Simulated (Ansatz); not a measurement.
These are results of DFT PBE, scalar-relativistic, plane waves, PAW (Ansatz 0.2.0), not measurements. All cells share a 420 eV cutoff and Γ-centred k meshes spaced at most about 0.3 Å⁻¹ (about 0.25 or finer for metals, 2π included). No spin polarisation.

Energies over the elements count from the elements' standard structures at the same level (O₂ as a molecule), with no fitted energy shifts.

All energies are static (0 K, no zero-point motion). The comparison covers the computed candidates alone.

A search for Mg2O gave 9 distinct relaxed structures. Coordination counts O atoms around Mg (those within 1.25 times the shortest such distance or 1.15 times the sum of covalent radii). Cells relaxed within their symmetry can be saddle points.

Problem. Which structure of Mg2O came out lowest?

Solution. The one with space group P-3m1 (No. 164), reached from: a cell proposed by chemical analogy. It has a = 3.077 Å, c = 10.103 Å, 13.8 Å³/atom, no gap on the mesh. Mg on a site of symmetry -3m is surrounded by 6 O at 2.15 Å and 12 Mg at 3.04–3.08 Å; around Mg on a site of symmetry 3m lie 3 O at 2.17 Å and 12 Mg at 3.04–3.14 Å; Mg on a second site of symmetry -3m has 12 Mg at 3.08–3.14 Å; O has 6 Mg at 2.15–2.17 Å. Its energy over the elements is −1.65 eV/atom. A negative formation energy is needed for stability but isn't enough: competing phases decide. An observed structure of this formula, if there is one, may be missing.

```
CELL_PARAMETERS angstrom
3.07735 0.00000 0.00000
-1.53868 2.66507 0.00000
0.00000 0.00000 10.10258
ATOMIC_POSITIONS crystal
Mg 0.00000 0.00000 0.00000
Mg 0.33333 0.66667 0.75590
Mg 0.66667 0.33333 0.24410
Mg 0.00000 0.00000 0.50000
O 0.33333 0.66667 0.12050
O 0.66667 0.33333 0.87950
```

Problem. How much higher is the P4_2/mnm structure with 14.3 Å³/atom and coordination Mg 3 (reached from: anti-rutile type (P4_2/mnm))?

Solution. 288 meV/atom. It has the anti-rutile type. It has no gap on its mesh.

Problem. How much higher is the R-3m structure with 13.7 Å³/atom and coordination Mg 3 (reached from: a cell proposed by chemical analogy)?

Solution. 87 meV/atom. It has the anti-cadmium chloride type. It has no gap on its mesh.

Some structure types and database cells were kept out of the candidates from the start, so a known form may be missing.
